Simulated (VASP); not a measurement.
Output of a VASP run:

OSZICAR:
```
       N       E                     dE             d eps       ncg     rms          rms(c)
DAV:   1     0.102740493494E+03    0.10274E+03   -0.70097E+03   480   0.115E+03
DAV:   2     0.220532543170E+00   -0.10252E+03   -0.96825E+02   736   0.191E+02
DAV:   3    -0.687046273696E+01   -0.70910E+01   -0.70703E+01   624   0.584E+01
DAV:   4    -0.694143725593E+01   -0.70975E-01   -0.70938E-01   568   0.709E+00
DAV:   5    -0.694249799798E+01   -0.10607E-02   -0.10607E-02   604   0.865E-01    0.234E+00
DAV:   6    -0.657063848927E+01    0.37186E+00   -0.63739E-01   552   0.461E+00    0.180E+00
DAV:   7    -0.652600826123E+01    0.44630E-01   -0.20659E-01   644   0.257E+00    0.106E+00
DAV:   8    -0.652683007198E+01   -0.82181E-03   -0.14942E-02   560   0.939E-01    0.137E-01
DAV:   9    -0.652720211204E+01   -0.37204E-03   -0.35475E-03   604   0.388E-01    0.117E-01
DAV:  10    -0.652733186681E+01   -0.12975E-03   -0.29081E-04   560   0.142E-01    0.198E-02
DAV:  11    -0.652734901926E+01   -0.17152E-04   -0.36348E-05   632   0.451E-02    0.602E-03
DAV:  12    -0.652734869630E+01    0.32297E-06   -0.96275E-06   568   0.199E-02    0.297E-03
DAV:  13    -0.652734851065E+01    0.18564E-06   -0.42113E-07   572   0.491E-03    0.115E-03
DAV:  14    -0.652734856448E+01   -0.53825E-07   -0.25132E-07   500   0.290E-03
   1 F= -.65273486E+01 E0= -.65273486E+01  d E =-.394192E-18
```

OUTCAR:
```
------------------------ aborting loop because EDIFF is reached ----------------------------------------
  FORCE on cell =-STRESS in cart. coord.  units (eV):
  Direction    XX          YY          ZZ          XY          YZ          ZX
  --------------------------------------------------------------------------------------
  Total        0.4462310      0.4462310      0.4462310      0.0000000      0.0000000     -0.0000000
  in kB       10.1936220     10.1936220     10.1936220      0.0000000      0.0000000     -0.0000000
  external PRESSURE =      10.1936220 kB  Pullay stress =       0.0000000 kB
  volume of cell :       70.14
      direct lattice vectors                 reciprocal lattice vectors
     4.123955277  0.000000000  0.000000000     0.242485656  0.000000000  0.000000000
     0.000000000  4.123955277  0.000000000     0.000000000  0.242485656  0.000000000
     0.000000000  0.000000000  4.123955277     0.000000000  0.000000000  0.242485656
 POSITION                                       TOTAL-FORCE (eV/Angst)
 -----------------------------------------------------------------------------------
      0.00000      0.00000      0.00000         0.000000      0.000000      0.000000
      2.06198      2.06198      2.06198         0.000000      0.000000      0.000000
 -----------------------------------------------------------------------------------
    total drift:                                0.000000      0.000000     -0.000000
  FREE ENERGIE OF THE ION-ELECTRON SYSTEM (eV)
  ---------------------------------------------------
  free  energy   TOTEN  =        -6.5273485645 eV

  energy  without entropy=       -6.5273485645  energy(sigma->0) =       -6.52734856
```
(Selected blocks of OUTCAR.)

### POSCAR
```
CsCl
1
    4.1239552771     0.0000000000     0.0000000000
    0.0000000000     4.1239552771     0.0000000000
    0.0000000000     0.0000000000     4.1239552771
Cs Cl
1 1
Direct
  0.0000000000   0.0000000000   0.0000000000
  0.5000000000   0.5000000000   0.5000000000
```

Q: Write an INCAR and KPOINTS that could have produced this output.

A: This is not unique; one that fits is the input of the run itself, PBE GGA, plane waves, VASP's PBE PAW potentials (set 64).

### INCAR
```
ALGO  =  Normal
EDIFF  =  1E-7
ENCUT  =  520
GGA  =  PE
ISIF  =  2
ISMEAR  =  0
LASPH  =  .TRUE.
LCHARG  =  .FALSE.
LMAXMIX  =  4
LREAL  =  .FALSE.
LWAVE  =  .FALSE.
NELM  =  100
PREC  =  Accurate
SIGMA  =  0.05
SYSTEM  =  CsCl
```

File KPOINTS:
```
Automatic mesh
0
Gamma
6 6 6
0 0 0
```

POTCAR, in this order: Cs_sv Cl (PBE.64 set). Program: vasp_std.

The compound is CsCl in the CsCl type structure. This cell is one point of a volume scan, at 0.94 of the reference volume.
